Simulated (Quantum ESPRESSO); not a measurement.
# Au (Fm-3m) in Quantum ESPRESSO: single point with PBE

Aim: the single point of Au with PBE.

Program: Quantum ESPRESSO 7.5. These are calculated values, not measurements. Logs are shortened: lines on timing, memory, paths and dates and some standing lists are left out, and cuts for length are marked.

## Step 1: The undisturbed crystal

It takes space group Fm-3m (No. 225, cubic). The conventional cell has a = 4.070 Å, b = 4.070 Å, c = 4.070 Å, α = 90.00°, β = 90.00°, γ = 90.00°. Au (site symmetry m-3m) is surrounded by 12 Au at 2.88 Å.

## Step 2: Single point, PBE, collinear spin, ferromagnetic start (cell strained at random at fixed volume)

The input, pw.in:

```
&CONTROL
  calculation = 'scf'
  prefix = 'pwscf'
  outdir = './tmp'
  pseudo_dir = './pseudo'
  tprnfor = .true.
  tstress = .true.
  disk_io = 'nowf'
  verbosity = 'high'
/
&SYSTEM
  ibrav = 0
  nat = 1
  ntyp = 1
  ecutwfc = 76
  nbnd = 19
  occupations = 'smearing'
  smearing = 'fd'
  degauss = 0.00367493
  nspin = 2
  starting_magnetization(1) = 0.0263
  tot_magnetization = 2
/
&ELECTRONS
  conv_thr = 2d-10
  electron_maxstep = 120
  mixing_beta = 0.3
/
ATOMIC_SPECIES
Au   196.9666 Au.upf
CELL_PARAMETERS angstrom
  -0.0165590000    2.0355340000    2.0219130000
   2.0321050000    0.0193710000    1.9859820000
   2.0742850000    2.0417840000   -0.0228090000
ATOMIC_POSITIONS crystal
Au     0.0081860000    0.0009180000   -0.0041210000
K_POINTS automatic
4 4 4 0 0 0
```

Potentials or basis: PseudoDojo 0.4 SR PBE stringent.

Launch:

```console
$ OMP_NUM_THREADS=1 mpirun -n 2 pw.x -nk 2 -in pw.in > pw.out
```

pw.out:

```text
This program is part of the open-source Quantum ESPRESSO suite
     for quantum simulation of materials; please cite
         "P. Giannozzi et al., J. Phys.:Condens. Matter 21 395502 (2009);
         "P. Giannozzi et al., J. Phys.:Condens. Matter 29 465901 (2017);
         "P. Giannozzi et al., J. Chem. Phys. 152 154105 (2020);
     in publications or presentations arising from this work. More details at

     Message from routine  set_nelup_neldw :
     BEWARE: non-integer number of up and down electrons!

     K-points division:     npool     =       2
     Subspace diagonalization in iterative solution of the eigenvalue problem:
     a serial algorithm will be used

     G-vector sticks info
     --------------------
     sticks:   dense  smooth     PW     G-vecs:    dense   smooth      PW
     Sum         605     605    199                10171    10171    1819

     Using Slab Decomposition

     bravais-lattice index     =            0
     lattice parameter (alat)  =       5.4218  a.u.
     unit-cell volume          =     113.7417 (a.u.)^3
     number of atoms/cell      =            1
     number of atomic types    =            1
     number of electrons       =        19.00 (up:  10.50, down:   8.50)
     number of Kohn-Sham states=           19
     kinetic-energy cutoff     =      76.0000  Ry
     charge density cutoff     =     304.0000  Ry
     scf convergence threshold =      2.0E-10
     mixing beta               =       0.3000
     number of iterations used =            8  plain     mixing
     Exchange-correlation= PBE
                           (   1   4   3   4   0   0   0)

     celldm(1)=   5.421836  celldm(2)=   0.000000  celldm(3)=   0.000000
     celldm(4)=   0.000000  celldm(5)=   0.000000  celldm(6)=   0.000000

     crystal axes: (cart. coord. in units of alat)
               a(1) = (  -0.005771   0.709465   0.704717 )
               a(2) = (   0.708270   0.006752   0.692194 )
               a(3) = (   0.722971   0.711643  -0.007950 )

     reciprocal axes: (cart. coord. in units 2 pi/alat)
               b(1) = ( -0.690330  0.709132  0.699446 )
               b(2) = (  0.710646 -0.713865  0.724494 )
               b(3) = (  0.681475  0.705010 -0.704178 )

     PseudoPot. # 1 for Au read from file:
     Au.upf
     Pseudo is Norm-conserving + core correction, Zval = 19.0
     Generated using ONCVPSP code by D. R. Hamann
     Using radial grid of 1356 points,  7 beta functions with:
                l(1) =   0
                l(2) =   0
                l(3) =   1
                l(4) =   1
                l(5) =   2
                l(6) =   2
                l(7) =   3

     atomic species   valence    mass     pseudopotential
     Au               19.00   196.96660     Au( 1.00)

     Starting magnetic structure
     atomic species   magnetization
     Au              0.026

     No symmetry found

                                    s                        frac. trans.

      isym =  1     identity

 cryst.   s( 1) = (     1          0          0      )
                  (     0          1          0      )
                  (     0          0          1      )

 cart.    s( 1) = (  1.0000000  0.0000000 -0.0000000 )
                  ( -0.0000000  1.0000000 -0.0000000 )
                  ( -0.0000000  0.0000000  1.0000000 )

   Cartesian axes

     site n.     atom                  positions (alat units)
         1        Au     tau(   1) = (  -0.0023764   0.0028812   0.0064370  )

   Crystallographic axes

     site n.     atom                  positions (cryst. coord.)
         1        Au     tau(   1) = (  0.0081860  0.0009180 -0.0041210  )

     number of k points=    36  Fermi-Dirac smearing, width (Ry)=  0.0037
                       cart. coord. in units 2pi/alat
        k(    1) = (   0.0000000   0.0000000   0.0000000), wk =   0.0156250
        k(    2) = (   0.1703687   0.1762524  -0.1760445), wk =   0.0312500
        k(    3) = (  -0.3407374  -0.3525049   0.3520891), wk =   0.0156250
        k(    4) = (   0.1776616  -0.1784663   0.1811235), wk =   0.0312500
        k(    5) = (   0.3480303  -0.0022138   0.0050790), wk =   0.0312500
        k(    6) = (  -0.1630758  -0.5309712   0.5332126), wk =   0.0312500
[... 28 lines left out ...]
        k(   35) = (   0.1602105   0.1786189  -0.8880144), wk =   0.0312500
        k(   36) = (  -0.3508956  -0.3501385  -0.3598809), wk =   0.0156250

                       cryst. coord.
        k(    1) = (   0.0000000   0.0000000   0.0000000), wk =   0.0156250
        k(    2) = (   0.0000000  -0.0000000   0.2500000), wk =   0.0312500
        k(    3) = (  -0.0000000   0.0000000  -0.5000000), wk =   0.0156250
        k(    4) = (   0.0000000   0.2500000   0.0000000), wk =   0.0312500
        k(    5) = (  -0.0000000   0.2500000   0.2500000), wk =   0.0312500
        k(    6) = (   0.0000000   0.2500000  -0.5000000), wk =   0.0312500
[... 28 lines left out ...]
        k(   35) = (  -0.5000000  -0.5000000   0.2500000), wk =   0.0312500
        k(   36) = (  -0.5000000  -0.5000000  -0.5000000), wk =   0.0156250

     Dense  grid:    10171 G-vectors     FFT dimensions: (  32,  30,  32)

     Generating pointlists ...
     new r_m :   0.4085 (alat units)  2.2150 (a.u.) for type    1

     Initial potential from superposition of free atoms

     starting charge      18.9999, renormalised to      19.0000
     Starting wfcs are   10 randomized atomic wfcs +    9 random wfcs

     Self-consistent Calculation

     iteration #  1     ecut=    76.00 Ry     beta= 0.30
     Davidson diagonalization with overlap

---- Real-time Memory Report at c_bands before calling an iterative solver
            60 MiB given to the printing process from OS
            25 MiB allocation reported by mallinfo(arena+hblkhd)
------------------
     ethr =  1.00E-02,  avg # of iterations =  6.0

     total energy              =    -296.02250582 Ry
     estimated scf accuracy    <       0.19399900 Ry
[... 127 lines left out ...]
---- Real-time Memory Report at c_bands before calling an iterative solver
            73 MiB given to the printing process from OS
            38 MiB allocation reported by mallinfo(arena+hblkhd)
------------------
     ethr =  5.63E-12,  avg # of iterations =  2.0

     Magnetic moment per site  (integrated on atomic sphere of radius R)
     atom   1 (R=0.409)  charge= 17.1285  magn=  1.5811

     End of self-consistent calculation

 ------ SPIN UP ------------

          k = 0.0000 0.0000 0.0000 (  1273 PWs)   bands (ev):

   -86.2219 -37.4525 -37.4356 -37.4207  10.4229  14.8432  15.0250  15.2079
    16.4809  16.6870  34.9507  38.4266  38.9768  39.5448  44.1168  47.8082
    48.0982  48.7785  49.2092

     occupation numbers
     1.0000   1.0000   1.0000   1.0000   1.0000   1.0000   1.0000   1.0000
     1.0000   1.0000   0.0000   0.0000   0.0000   0.0000   0.0000   0.0000
     0.0000   0.0000   0.0000
[... 366 lines left out ...]
   -86.2072 -37.6219 -37.5288 -37.4981  13.3923  14.3220  15.5669  16.2390
    17.8633  21.2544  25.5422  31.9546  33.8233  37.2347  43.8239  45.8617
    47.4007  51.1916  54.4671

     occupation numbers
     1.0000   1.0000   1.0000   1.0000   1.0000   1.0000   1.0000   1.0000
     1.0000   1.0000   1.0000   0.0000   0.0000   0.0000   0.0000   0.0000
     0.0000   0.0000   0.0000

          k =-0.3509-0.3501-0.3599 (  1274 PWs)   bands (ev):

   -86.2094 -37.6547 -37.4836 -37.4610  12.6406  14.8557  15.2256  17.6051
    17.8145  19.4784  23.1811  34.3935  37.1657  37.8219  44.8356  45.3352
    46.7724  51.5455  52.5645

     occupation numbers
     1.0000   1.0000   1.0000   1.0000   1.0000   1.0000   1.0000   1.0000
     1.0000   1.0000   1.0000   0.0000   0.0000   0.0000   0.0000   0.0000
     0.0000   0.0000   0.0000

 ------ SPIN DOWN ----------

          k = 0.0000 0.0000 0.0000 (  1273 PWs)   bands (ev):

   -85.5277 -36.6274 -36.6152 -36.6010  11.5423  15.9288  16.1109  16.2820
    17.4259  17.6151  36.0557  39.5962  40.1255  40.7030  45.3826  48.8639
    49.1630  49.8240  50.3072

     occupation numbers
     1.0000   1.0000   1.0000   1.0000   1.0000   1.0000   1.0000   1.0000
     1.0000   1.0000   0.0000   0.0000   0.0000   0.0000   0.0000   0.0000
     0.0000   0.0000   0.0000
[... 366 lines left out ...]
   -85.5134 -36.7985 -36.7046 -36.6739  14.4636  15.3484  16.6559  17.2355
    18.8760  22.3136  26.6373  33.0268  34.9123  38.3518  44.9349  46.9673
    48.5091  52.2919  55.6012

     occupation numbers
     1.0000   1.0000   1.0000   1.0000   1.0000   1.0000   1.0000   1.0000
     0.0000   0.0000   0.0000   0.0000   0.0000   0.0000   0.0000   0.0000
     0.0000   0.0000   0.0000

          k =-0.3509-0.3501-0.3599 (  1274 PWs)   bands (ev):

   -85.5155 -36.8286 -36.6587 -36.6411  13.7350  15.8759  16.2324  18.6202
    18.8203  20.6060  24.2523  35.5598  38.2569  38.9138  45.9201  46.4130
    47.8128  52.6450  53.6684

     occupation numbers
     1.0000   1.0000   1.0000   1.0000   1.0000   1.0000   1.0000   0.0028
     0.0001   0.0000   0.0000   0.0000   0.0000   0.0000   0.0000   0.0000
     0.0000   0.0000   0.0000

     the spin up/dw Fermi energies are    26.3574   18.3262 ev

!    total energy              =    -296.04201448 Ry
     estimated scf accuracy    <          3.5E-11 Ry
     smearing contrib. (-TS)   =      -0.00017135 Ry
     internal energy E=F+TS    =    -296.04184313 Ry

     The total energy is F=E-TS. E is the sum of the following terms:
     one-electron contribution =     -79.34075633 Ry
     hartree contribution      =      50.48820903 Ry
     xc contribution           =     -52.01410808 Ry
     ewald contribution        =    -215.17518775 Ry

     total magnetization       =     2.00 Bohr mag/cell
     absolute magnetization    =     2.00 Bohr mag/cell

     convergence has been achieved in  10 iterations

     Forces acting on atoms (cartesian axes, Ry/au):

     atom    1 type  1   force =     0.00000000    0.00000000    0.00000000
     The non-local contrib.  to forces
     atom    1 type  1   force =    -0.00000019    0.00000042   -0.00000020
     The ionic contribution  to forces
     atom    1 type  1   force =    -0.00000000   -0.00000000   -0.00000000
     The local contribution  to forces
     atom    1 type  1   force =     0.00000249   -0.00000512    0.00000273
     The core correction contribution to forces
     atom    1 type  1   force =     0.00000008   -0.00000017    0.00000009
     The Hubbard contrib.    to forces
     atom    1 type  1   force =     0.00000000    0.00000000    0.00000000
     The SCF correction term to forces
     atom    1 type  1   force =    -0.00000262    0.00000539   -0.00000288

     Total force =     0.000000     Total SCF correction =     0.000007

     Computing stress (Cartesian axis) and pressure

          total   stress  (Ry/bohr**3)                   (kbar)     P=      433.01
   0.00286665  -0.00011047   0.00025959          421.70      -16.25       38.19
  -0.00011047   0.00296913  -0.00006391          -16.25      436.77       -9.40
   0.00025959  -0.00006391   0.00299481           38.19       -9.40      440.55

     kinetic stress (kbar)  72843.27    -16.70     42.71
                              -16.70  72887.61     -9.30
                               42.71     -9.30  72904.06

     local   stress (kbar)   -419.14   1027.57  -2528.08
                             1027.57   -672.80    521.16
                            -2528.08    521.16   -886.47

     nonloc. stress (kbar)  15126.53     -1.11      3.95
                               -1.11  15123.35     -0.68
                                3.95     -0.68  15123.88

     hartree stress (kbar)  21700.50   -361.54    892.78
                             -361.54  21764.95   -181.27
                              892.78   -181.27  21832.24

     exc-cor stress (kbar)  18508.04     -0.86      2.17
                               -0.86  18508.66     -0.46
                                2.17     -0.46  18509.17

     corecor stress (kbar) -34420.79      0.05     -0.21
                                0.05 -34421.27      0.03
                               -0.21      0.03 -34421.19

     ewald   stress (kbar) -92916.71   -663.66   1624.87
                             -663.66 -92753.72   -338.87
                             1624.87   -338.87 -92621.14

     hubbard stress (kbar)      0.00      0.00      0.00
                                0.00      0.00      0.00
                                0.00      0.00      0.00

     DFT-D   stress (kbar)      0.00      0.00      0.00
                                0.00      0.00      0.00
                                0.00      0.00      0.00

     XDM     stress (kbar)      0.00      0.00      0.00
                                0.00      0.00      0.00
                                0.00      0.00      0.00

     dft-nl  stress (kbar)      0.00      0.00      0.00
                                0.00      0.00      0.00
                                0.00      0.00      0.00

     TS-vdW  stress (kbar)      0.00      0.00      0.00
                                0.00      0.00      0.00
                                0.00      0.00      0.00

     MDB     stress (kbar)      0.00      0.00      0.00
                                0.00      0.00      0.00
                                0.00      0.00      0.00

     3D-RISM stress (kbar)      0.00      0.00      0.00
                                0.00      0.00      0.00
                                0.00      0.00      0.00

=------------------------------------------------------------------------------=
   JOB DONE.
=------------------------------------------------------------------------------=
```

It took 9.3 s on 2 MPI ranks of AMD EPYC 7B13 (Zen 3), shared host; peak memory 0.14 GiB.

Results:

| Quantity | Value |
| --- | --- |
| Free energy | -4027.8568 eV |
| Pressure | 43.3 GPa |
| Net moment | 2.00 μB per cell |
| Absolute moment | 2.00 μB per cell |
| Site moments | Au +1.58 μB |
| Valence electrons inside the program's atomic spheres | Au 17.13 |

Caveat: the k mesh is coarse (spacing up to 0.68 Å⁻¹), so the values aren't converged; the moment is held away from its start; the total moment is fixed, so each spin has its own Fermi level.
